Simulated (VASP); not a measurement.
## BeS (rocksalt), LDA relaxation of cell and atoms: Ansatz's output and VASP's

Start cell

```xyz
2
Lattice="0.0000 2.3146 2.3146 2.3146 0.0000 2.3146 2.3146 2.3146 0.0000" Properties=species:S:1:pos:R:3 pbc="T T T"
Be    0.0000    0.0000    0.0000
S     2.3146    2.3146    2.3146
```

Ansatz printed

```
basis re-selected at this cell: Δ(F+E_penalty+E_count) = +9.487e-5 eV, ΔP = -0.002 GPa vs the last step (what re-selecting the basis moved, of the pressure what is left beyond the Pulay correction that the steps carried, after the strain that the cell walked since its last selection, with what the two solves' SCF thresholds leave and, on support functions, any second-order correction that the steps lacked; it is no measure of the basis error at this ecutwfc). This SCF's stress stands 3.76e-3 GPa from its target on what of the cell is left free (relax.cell.stress_tol is 5.00e-2 GPa) and its largest allowed force component is 4.04e-30 eV/Å (relax.f_tol is 5.00e-3 eV/Å): within both
SCF converged after 4 iterations
Free energy (F): -959.003898 eV
Harris-Foulkes:  -959.003898 eV  (|F-HF|=3.41e-13)
Internal energy: -959.003898 eV  (E = F + TS)
E sigma→0 (E₀):  -959.003898 eV
Fermi energy:    8.972451 eV
--- Per-component energies (eV) ---
  E_band       = 19.576975
  E_kinetic    = 129.582783
  E_local      = -74.248999  (includes V_loc(G=0)·N_el)
  E_nonlocal   = 33.501444
  E_hartree    = 23.878124
  E_xc         = -117.034653
  E_vxc        = -110.164216  (∫ρ·V_xc dr)
  E_paw        = -623.746619  (= ΣΔE_a)
  E_vpaw       = -6.850279  (= ΣTr[D̂ρ^β])
  E_aug_tail   = 0.000001  (compensation charges beyond the density's cutoff)
  E_ewald      = -331.119464
  E_core_change = 0.183485  (= ΣΔE_core)
  E_smearing   = -0.000000  (= −TS)
  E_closure    = -0.000000  (closes the sum)
  Σ components = -959.003898   (vs F -959.003898, Δ=0.00e0)
--- Forces (eV/Å), atoms counted from 1 ---
  atom   1  Be    -0.00000000     0.00000000    -0.00000000
  atom   2  S      0.00000000    -0.00000000    -0.00000000
  max |Σ_I F_I| component: 6.64e-30 eV/Å
--- Stress (GPa, compression-positive) ---
       -0.003757       0.000000       0.000000
       -0.000000      -0.003757      -0.000000
       -0.000000      -0.000000      -0.003757
  P = ⅓ Tr σ = -0.0038 GPa (-0.038 kbar)
--- Relaxed structure (4 steps of the walk, 4 accepted, 1 SCFs on fresh bases) ---
  F+E_penalty+E_count = -959.00389850 eV   max|allowed force component| = 4.043e-30 eV/Å   (the final SCF, on the basis selected at the relaxed cell)
  cell:  # Å, volume = 23.6484 Å³
    - [2.547686016447795e-34, 2.2781943374190883, 2.2781943374190883]
    - [2.2781943374190883, 7.624895834577692e-34, 2.2781943374190883]
    - [2.2781943374190883, 2.2781943374190883, 7.115358631288134e-34]
  atoms:
    - { symbol: Be, position: [1.1267680492765222e-35, -2.8602573558553693e-35, -1.9935127025659555e-35] }
    - { symbol: S, position: [0.49999999999999994, 0.49999999999999994, 0.49999999999999994] }
```

The two codes use different PAW datasets and cutoffs. VASP's cell holds 8 valence electrons and Ansatz's 8. LDA means the Perdew–Zunger form with relativistic exchange in VASP and the Perdew–Wang form in Ansatz.

Question: What does VASP give for the same cell and level of theory?

Answer: relaxed cell vector lengths 3.223, 3.223, 3.223 Å; relaxed cell volume 23.66 Å³.

From OUTCAR

```
k-points           NKPTS =     29   k-points in BZ     NKDIM =     29   number of bands    NBANDS=     11

   NELECT =       8.0000    total number of electrons

   dimension x,y,z NGX =    28 NGY =   28 NGZ =   28
   dimension x,y,z NGXF=    56 NGYF=   56 NGZF=   56

  energy-cutoff  :      600.00
  volume of cell :       23.66
      direct lattice vectors                 reciprocal lattice vectors
     0.000000000  2.278677452  2.278677452    -0.219425527  0.219425527  0.219425527
     2.278677452 -0.000000000  2.278677452     0.219425527 -0.219425527  0.219425527
     2.278677452  2.278677452 -0.000000000     0.219425527  0.219425527 -0.219425527

 k-points in reciprocal lattice and weights: KPOINTS created by Atomic Simulation Env
   0.00000000  0.00000000  0.00000000       0.002
   0.12500000  0.00000000  0.00000000       0.016
   0.25000000  0.00000000  0.00000000       0.016
   0.37500000  0.00000000  0.00000000       0.016
   0.50000000  0.00000000  0.00000000       0.008
   0.12500000  0.12500000  0.00000000       0.012
   0.25000000  0.12500000  0.00000000       0.047
   0.37500000  0.12500000  0.00000000       0.047
   ...

 E-fermi :   7.5856

 k-point     1 :       0.0000    0.0000    0.0000
  band No.  band energies     occupation
      1      -8.3974      2.00000
      2       6.7644      2.00000
      3       6.7644      2.00000
      4       6.7644      2.00000
      5      12.8950      0.00000
      6      15.8260      0.00000
      7      15.8260      0.00000
      8      15.8260      0.00000
      9      16.7440      0.00000
     10      16.7440      0.00000
     11      16.7440      0.00000

 k-point     2 :       0.1250    0.0000    0.0000
  band No.  band energies     occupation
      1      -8.1545      2.00000
      2       5.3718      2.00000
      3       6.6948      2.00000
      4       6.6948      2.00000
      5      13.1767      0.00000
      6      14.8033      0.00000
      7      14.8033      0.00000
      8      15.6152      0.00000
      9      16.5986      0.00000
     10      16.5986      0.00000
     11      17.2827      0.00000

 k-point     3 :       0.2500    0.0000    0.0000
  band No.  band energies     occupation
      1      -7.4649      2.00000
      2       2.8136      2.00000
      3       6.5803      2.00000
      4       6.5803      2.00000
      5      12.2906      0.00000
      6      12.7469      0.00000
      7      12.7469      0.00000
      8      17.1435      0.00000
      9      18.0615      0.00000
     10      18.3281      0.00000
     11      18.3281      0.00000

 k-point     4 :       0.3750    0.0000    0.0000
  band No.  band energies     occupation
      1      -6.5164      2.00000
      2       0.5199      2.00000
      3       6.5414      2.00000
      4       6.5414      2.00000
      5      11.3391      0.00000
      6      11.3391      0.00000
      7      11.4817      0.00000
      8      17.5899      0.00000
      9      20.5286      0.00000
     10      20.8573      0.00000
     11      20.8573      0.00000

 k-point     5 :       0.5000    0.0000    0.0000
  band No.  band energies     occupation
      1      -5.9586      2.00000
      2      -0.5121      2.00000
      3       6.5507      2.00000
      4       6.5507      2.00000
      5      10.8294      0.00000
      6      10.8294      0.00000
      7      11.1971      0.00000
      8      17.6729      0.00000
      9      22.8039      0.00000
     10      22.8039      0.00000
     11      23.1678      0.00000

 k-point     6 :       0.1250    0.1250    0.0000
  band No.  band energies     occupation
      1      -8.0720      2.00000
      2       5.8950      2.00000
      3       6.1153      2.00000
      4       6.1153      2.00000
      5      13.1646      0.00000
      6      14.0895      0.00000
      7      14.5370      0.00000
      8      16.1021      0.00000
      9      16.1021      0.00000
     10      18.2254      0.00000
     11      18.2254      0.00000

 k-point     7 :       0.2500    0.1250    0.0000
  band No.  band energies     occupation
      1      -7.5245      2.00000
      2       3.7244      2.00000
      3       5.6708      2.00000
      4       6.1537      2.00000
      5      11.5209      0.00000
      6      13.6602      0.00000
      7      14.9864      0.00000
      8      15.0605      0.00000
      9      17.2079      0.00000
     10      19.4651      0.00000
     11      19.6190      0.00000

 k-point     8 :       0.3750    0.1250    0.0000
  band No.  band energies     occupation
      1      -6.6326      2.00000
      2       1.3421      2.00000
      3       5.5556      2.00000
      4       5.7247      2.00000
      5      10.6032      0.00000
      6      13.0113      0.00000
      7      13.3257      0.00000
      8      16.7399      0.00000
      9      18.0844      0.00000
     10      21.7735      0.00000
     11      21.8330      0.00000

 ...

  Total        0.0011661      0.0011661      0.0011661     -0.0000000      0.0000000     -0.0000000
  in kB        0.0789527      0.0789527      0.0789527     -0.0000000      0.0000000     -0.0000000
  external PRESSURE =       0.0789527 kB  Pullay stress =       0.0000000 kB

 POSITION                                       TOTAL-FORCE (eV/Angst)
 -----------------------------------------------------------------------------------
      0.00000     -0.00000      0.00000         0.000000     -0.000000     -0.000000
      2.27868      2.27868      2.27868        -0.000000      0.000000      0.000000
 -----------------------------------------------------------------------------------
    total drift:                                0.000000      0.000000      0.000000

  FREE ENERGIE OF THE ION-ELECTRON SYSTEM (eV)
  ---------------------------------------------------
  free  energy   TOTEN  =       -10.1252544739 eV

  energy  without entropy=      -10.1252544739  energy(sigma->0) =      -10.12525447
```
